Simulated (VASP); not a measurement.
# C in VASP: settings compared, part 2 of 2

VASP 6.6.1. The steps go on from the part before.

## Step 3: Band structure, LDA

File INCAR:

```
SYSTEM = C
ALGO     = Normal         ! electronic algorithm
DIPOL    = 0.5 0.5 0.500
EDIFF    = 1E-7           ! SCF threshold, eV
ENCUT    = 520            ! plane-wave cutoff, eV
GGA      = CA             ! functional
IDIPOL   = 3            
ISIF     = 2              ! what is computed and relaxed
ISMEAR   = 0              ! smearing method
LASPH    = .TRUE.         ! aspherical terms in the spheres
LCHARG   = .FALSE.        ! write CHGCAR
LDIPOL   = .TRUE.       
LREAL    = .FALSE.        ! projectors in reciprocal space
LVACPOTAV= .TRUE.       
LVHAR    = .TRUE.       
LWAVE    = .FALSE.        ! write WAVECAR
NBANDS   = 11             ! bands
NELM     = 80             ! most SCF steps
PREC     = Accurate       ! precision mode
SIGMA    = 0.03           ! smearing width, eV
```

File KPOINTS:

```
k-points
0
G
  15 15 1
  0 0 0
```

File POSCAR:

```
C                                       
1.0
    2.4660722287      0.0000000000      0.0000000000
   -1.2330361144      2.1356812003      0.0000000000
    0.0000000000      0.0000000000     18.0339500000
  C             
     2
Direct
     0.0000000000000000    0.0000000000000000    0.5000006526678646
     0.6666666699999979    0.3333333300000021    0.4999993473321354
```

File KPOINTS_OPT:

```
explicit points
67
Reciprocal
 0.0000000000  0.0000000000  0.0000000000 1
 0.0357142900  0.0000000000  0.0000000000 1
 0.0714285700  0.0000000000  0.0000000000 1
 0.1071428600  0.0000000000  0.0000000000 1
 0.1428571400  0.0000000000  0.0000000000 1
 0.1785714300  0.0000000000  0.0000000000 1
 0.2142857100  0.0000000000  0.0000000000 1
 0.2500000000  0.0000000000  0.0000000000 1
 0.2857142900  0.0000000000  0.0000000000 1
 0.3214285700  0.0000000000  0.0000000000 1
 0.3571428600  0.0000000000  0.0000000000 1
 0.3928571400  0.0000000000  0.0000000000 1
 0.4285714300  0.0000000000  0.0000000000 1
 0.4642857100  0.0000000000  0.0000000000 1
 0.5000000000  0.0000000000  0.0000000000 1
 0.4791666700  0.0416666700  0.0000000000 1
 0.4583333300  0.0833333300  0.0000000000 1
 0.4375000000  0.1250000000  0.0000000000 1
 0.4166666700  0.1666666700  0.0000000000 1
 0.3958333300  0.2083333300  0.0000000000 1
 0.3750000000  0.2500000000  0.0000000000 1
 0.3541666700  0.2916666700  0.0000000000 1
 0.3333333300  0.3333333300  0.0000000000 1
 0.3137254900  0.3137254900  0.0000000000 1
 0.2941176500  0.2941176500  0.0000000000 1
 0.2745098000  0.2745098000  0.0000000000 1
 0.2549019600  0.2549019600  0.0000000000 1
 0.2352941200  0.2352941200  0.0000000000 1
 0.2156862700  0.2156862700  0.0000000000 1
 0.1960784300  0.1960784300  0.0000000000 1
 0.1764705900  0.1764705900  0.0000000000 1
 0.1568627500  0.1568627500  0.0000000000 1
 0.1372549000  0.1372549000  0.0000000000 1
 0.1176470600  0.1176470600  0.0000000000 1
 0.0980392200  0.0980392200  0.0000000000 1
 0.0784313700  0.0784313700  0.0000000000 1
 0.0588235300  0.0588235300  0.0000000000 1
 0.0392156900  0.0392156900  0.0000000000 1
 0.0196078400  0.0196078400  0.0000000000 1
 0.0000000000  0.0000000000  0.0000000000 1
 0.0000000000  0.0000000000  0.0000000000 1
 0.0047173500 -0.0023586800  0.0000000000 1
-0.0047173500  0.0023586800  0.0000000000 1
 0.0137589400 -0.0068794700  0.0000000000 1
-0.0137589400  0.0068794700  0.0000000000 1
-0.0000000000  0.0040853500  0.0000000000 1
 0.0000000000 -0.0040853500  0.0000000000 1
-0.0000000000  0.0119156000  0.0000000000 1
 0.0000000000 -0.0119156000  0.0000000000 1
 0.5000000000  0.0000000000  0.0000000000 1
 0.5047173500 -0.0023586800  0.0000000000 1
 0.4952826500  0.0023586800  0.0000000000 1
 0.5137589400 -0.0068794700  0.0000000000 1
 0.4862410600  0.0068794700  0.0000000000 1
 0.5000000000  0.0040853500  0.0000000000 1
 0.5000000000 -0.0040853500  0.0000000000 1
 0.5000000000  0.0119156000  0.0000000000 1
 0.5000000000 -0.0119156000  0.0000000000 1
 0.3333333300  0.3333333300  0.0000000000 1
 0.3380506800  0.3309746500  0.0000000000 1
 0.3286159800  0.3356920100  0.0000000000 1
 0.3470922700  0.3264538600  0.0000000000 1
 0.3195743900  0.3402128000  0.0000000000 1
 0.3333333300  0.3374186800  0.0000000000 1
 0.3333333300  0.3292479800  0.0000000000 1
 0.3333333300  0.3452489300  0.0000000000 1
 0.3333333300  0.3214177300  0.0000000000 1
```

Potentials or basis: VASP PAW LDA potentials, release 64 (C).

Launch:

```sh
$ cat potpaw_LDA.64/C/POTCAR > POTCAR
$ mpirun -np 1 vasp_std > vasp.out
```

OUTCAR:

```text
SYSTEM = C
   EDIFF = 1E-7
   ENCUT = 520
   GGA = CA
   ISIF = 2
   ISMEAR = 0
   LASPH = .TRUE.
   LREAL = .FALSE.
   NELM = 80
   PREC = Accurate

 ion  position               nearest neighbor table
   1  0.000  0.000  0.500-   2 1.42   2 1.42   2 1.42
   2  0.667  0.333  0.500-   1 1.42   1 1.42   1 1.42

  LATTYP: Found a hexagonal cell.
 ALAT       =     2.4660722287
 C/A-ratio  =     7.3128231161

  Lattice vectors:

 A1 = (   2.4660722287,   0.0000000000,   0.0000000000)
 A2 = (  -1.2330361144,   2.1356812003,   0.0000000000)
 A3 = (   0.0000000000,   0.0000000000,  18.0339500000)

Analysis of symmetry for initial positions (statically):
=====================================================================
 Subroutine PRICEL returns:
 Original cell was already a primitive cell.

 Routine SETGRP: Setting up the symmetry group for a
 hexagonal supercell.

 Subroutine GETGRP returns: Found 24 space group operations
 (whereof 12 operations were pure point group operations)
 out of a pool of 24 trial point group operations.

The static configuration has the point symmetry D_3h.
 The point group associated with its full space group is D_6h.

Analysis of symmetry for dynamics (positions and initial velocities):
=====================================================================
 Subroutine PRICEL returns:
 Original cell was already a primitive cell.

 Routine SETGRP: Setting up the symmetry group for a
 hexagonal supercell.

 Subroutine GETGRP returns: Found 24 space group operations
 (whereof 12 operations were pure point group operations)
 out of a pool of 24 trial point group operations.

The dynamic configuration has the point symmetry D_3h.
 The point group associated with its full space group is D_6h.

 Subroutine INISYM returns: Found 24 space group operations
 (whereof 12 operations are pure point group operations),
 and found     1 'primitive' translations

----------------------------------------------------------------------------------------

[... 125 lines left out ...]
  energy-cutoff  :      520.00
  volume of cell :       94.98
 maximum number of plane-waves:      2598
   NGX =  9   NGY =  9   NGZ = 67

 number of electron       7.9999997 magnetization

 dipolmoment           0.000000      0.000000      0.000000 electrons x Angstroem

 Free energy of the ion-electron system (eV)
  ---------------------------------------------------
  ext. energy  EPLUGINS =         0.00000000
  ---------------------------------------------------
  free energy    TOTEN  =       -20.16501401 eV

  energy without entropy =      -20.16471311  energy(sigma->0) =      -20.16486356

 E-fermi :  -2.8466     XC(G=0):  -2.4465

 val. band max:       -2.8465520357   @ k =   0.3333   0.3333   0.0000
 cond. band min:      -2.8465517528   @ k =   0.3333   0.3333   0.0000
 fundamental gap:      0.0000002829
 Fermi energy:        -2.8465518942

 k-point     1 :       0.0000    0.0000    0.0000
  band No.  band energies     occupation
      1     -22.1446      2.00000
      2     -10.4852      2.00000
      3      -5.8849      2.00000
      4      -5.8849      2.00000
      5       0.5618      0.00000
      6       1.5445      0.00000
      7       1.9323      0.00000
      8       3.1094      0.00000
      9       3.6264      0.00000
     10       5.4081      0.00000
     11       5.4081      0.00000
[... 309 lines left out ...]
 k-point    24 :       0.4000    0.2000    0.0000
  band No.  band energies     occupation
      1     -16.2828      2.00000
      2     -15.4157      2.00000
      3     -11.6539      2.00000
      4      -4.3431      2.00000
      5      -1.5692      0.00000
      6       7.9582      0.00000
      7       8.3087      0.00000
      8       9.1159      0.00000
      9       9.2869      0.00000
     10      10.5925      0.00000
     11      11.0959      0.00000

 [... further k-points ...]

------------------------ aborting loop because EDIFF is reached ----------------------------------------

  FORCE on cell =-STRESS in cart. coord.  units (eV):
  Direction    XX          YY          ZZ          XY          YZ          ZX
  --------------------------------------------------------------------------------------
  -------------------------------------------------------------------------------------
  Total       -1.0593788     -1.0593789     -0.0135891      0.0000000      0.0000000      0.0000000
  in kB      -17.8701748    -17.8701749     -0.2292287      0.0000000      0.0000000      0.0000000
  external PRESSURE =     -11.9898595 kB  Pullay stress =       0.0000000 kB

 VOLUME and BASIS-vectors are now :
 -----------------------------------------------------------------------------
  energy-cutoff  :      520.00
  volume of cell :       94.98
      direct lattice vectors                 reciprocal lattice vectors
     2.466072229  0.000000000  0.000000000     0.405503127  0.234117339  0.000000000
    -1.233036114  2.135681200  0.000000000     0.000000000  0.468234678  0.000000000
     0.000000000  0.000000000 18.033950000     0.000000000  0.000000000  0.055450969

 POSITION                                       TOTAL-FORCE (eV/Angst)
 -----------------------------------------------------------------------------------
      0.00000      0.00000      9.01699        -0.000000      0.000000      0.000000
      1.23304      0.71189      9.01696         0.000000      0.000000      0.000000
 -----------------------------------------------------------------------------------
    total drift:                               -0.000002      0.000001     -0.000000

  FREE ENERGIE OF THE ION-ELECTRON SYSTEM (eV)
  ---------------------------------------------------
  free  energy   TOTEN  =       -20.1650140093 eV

  energy  without entropy=      -20.1647131082  energy(sigma->0) =      -20.16486356

 vacuum level on the upper side and lower side of the slab         1.707         1.707
```

stdout:

```text
POSCAR found type information on POSCAR C
 POSCAR found :  1 types and       2 ions
 scaLAPACK will be used
 LDA part: xc-table for (Slater(with rela. corr.)+CA(PZ))
 , standard interpolation
 POSCAR, INCAR and KPOINTS ok, starting setup
 FFT: planning ... GRIDC
 FFT: planning ... GRID_SOFT
 FFT: planning ... GRID
 WAVECAR not read
 entering main loop
 -----------------------------------------------------------------------------
|                                                                             |
|           W    W    AA    RRRRR   N    N  II  N    N   GGGG   !!!           |
|           W    W   A  A   R    R  NN   N  II  NN   N  G    G  !!!           |
|           W    W  A    A  R    R  N N  N  II  N N  N  G       !!!           |
|           W WW W  AAAAAA  RRRRR   N  N N  II  N  N N  G  GGG   !            |
|           WW  WW  A    A  R   R   N   NN  II  N   NN  G    G                |
|           W    W  A    A  R    R  N    N  II  N    N   GGGG   !!!           |
|                                                                             |
|     Did not find any points to average over, which means that no vacuum     |
|     field-free region was found. Please increase the size of  your cell     |
|     in the dimension of the dipole correction to obtain accurate            |
|     workfunction values.                                                    |
|                                                                             |
 -----------------------------------------------------------------------------

 Start KPOINTS_OPT (optional k-point list driver)
k-point batch [1-27\67]
k-point batch [28-54\67]
k-point batch [55-67\67]
```

Run time: 45 s. Hardware: 1 thread of Intel Xeon Platinum 8559C (Emerald Rapids), shared host; peak memory 0.18 GiB.

What came out:

```
Free energy                     : -20.1650 eV
Band gap along the path         : none (metal or under the smearing width)
Work function of the upper face : 4.55 eV
Work function of the lower face : 4.55 eV
```

Levels at points of the mesh, in eV from the Fermi level:
```tsv
k point	band 2	band 3	band 4	band 5	band 6	band 7
(0.00, 0.00, 0.00)	-7.64	-3.04	-3.04	3.41	4.39	4.78
```
